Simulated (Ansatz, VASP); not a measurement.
## Ag: VASP beside Ansatz

INCAR

```
ALGO     = Normal         # electronic algorithm
EDIFF    = 1E-6           # SCF threshold, eV
ENCUT    = 520            # plane-wave cutoff, eV
GGA      = PE             # functional
ISIF     = 2              # what is computed and relaxed
ISMEAR   = 0              # smearing method
LASPH    = T              # aspherical terms in the spheres
LCHARG   = T              # write CHGCAR
LELF     = T              # ELF
LREAL    = F              # projectors in reciprocal space
LVHAR    = T            
LWAVE    = F              # write WAVECAR
NBANDS   = 42             # bands
NELM     = 100            # most SCF steps
PREC     = Accurate       # precision mode
SIGMA    = 0.1            # smearing width, eV
```

File KPOINTS:

```
k-points
0
Gamma
  4 4 4
```

The input POSCAR:

```
Ag
1.0
    4.8292992572      0.0000000000      0.0000000000
    0.0000000000      5.2490721027      0.0000000000
   -2.1662037439      0.0000000000      4.7753710627
Ag
6
Direct
    0.0000000000      0.0000000000      0.0000000000
    0.0000000000      0.5000000000      0.5000000000
    0.4250000000      0.3600000000      0.2650000000
    0.5750000000      0.8600000000      0.2350000000
    0.5750000000      0.6400000000      0.7350000000
    0.4250000000      0.1400000000      0.7650000000
```

Input for Ansatz:

```yaml
crystal:
  lattice:
    - [4.8292992572, 0.0, 0.0]
    - [0.0, 5.2490721027, 0.0]
    - [-2.1662037439, 0.0, 4.7753710627]
  atoms:
    - { symbol: Ag, position: [0.0, 0.0, 0.0] }
    - { symbol: Ag, position: [0.0, 0.5, 0.5] }
    - { symbol: Ag, position: [0.425, 0.36, 0.265] }
    - { symbol: Ag, position: [0.575, 0.86, 0.235] }
    - { symbol: Ag, position: [0.575, 0.64, 0.735] }
    - { symbol: Ag, position: [0.425, 0.14, 0.765] }
basis:
  ecutwfc: 420
kpoints:
  mp_grid: { grid: [4, 4, 4] }
hamiltonian:
  xc: pbe
scf:
  occupations: { method: gaussian, width: 0.1 }
  lower_state_search: "off"
output:
  forces: true
  stress: true
  eigenvalues: true
```

Alike in both runs: task single point; functional PBE; k mesh 4 × 4 × 4; occupations gaussian, width 0.1 eV; no spin polarisation.

|  | VASP | Ansatz |
| --- | --- | --- |
| version | VASP 6.6.1 | Ansatz 0.2.0 |
| potentials or method | VASP PAW PBE potentials, release 64 (Ag) | scalar-relativistic, plane waves, PAW |
| plane-wave cutoff (eV) | 520 | 420 |
| valence electrons in the cell | 66 | 114 |

|  | VASP | Ansatz | Ansatz less VASP |
| --- | --- | --- | --- |
| gap on the k mesh at the Fermi level (eV) | none | none | - |
| pressure (GPa) | 5.5 | 5.7 | +0.15 |
| largest component of the traceless stress (GPa) | 4.91 | 4.95 | +0.038 |
| rms of the force components (eV/Å) | 0.382 | 0.387 | +0.0045 |

Atom by atom the forces differ by 0.005 eV/Å (rms over components). A gap of «none» marks a metal or a gap that the smearing closes. The functional is the same, so the differences come from potentials, cutoffs and numerics. The two sets of potentials don't hold the same shells in valence.
